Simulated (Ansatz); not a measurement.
## Zone-centre modes in InP

Theory: DFT PBE, scalar-relativistic, plane waves, PAW in Ansatz. Settings: plane waves to 420 eV, k-mesh 10×10×10 (Γ-centred), Gaussian smearing 0.05 eV. No spin polarisation.

Zero of the scan (relaxed at this level):

```
In P
1.0
     0.00000    2.98003    2.98003
     2.98003    0.00000    2.98003
     2.98003    2.98003    0.00000
In P
1 1
Direct
  0.00000 0.00000 0.00000
  0.75000 0.75000 0.75000
```

Harmonic modes by finite displacements of 0.02 Å, without the LO–TO term.

(1) At this geometry, is the structure stable against these modes?

(2) List the wavenumbers in cm⁻¹.

## Answers

(1) Yes: no mode is imaginary beyond 10 cm⁻¹, and only the three translations lie near zero.

(2) 0, 0, 0, 284, 284, 284.

Cost: 1 run of about 0.47 core-minutes, on Arm Neoverse V1 (shared hosts).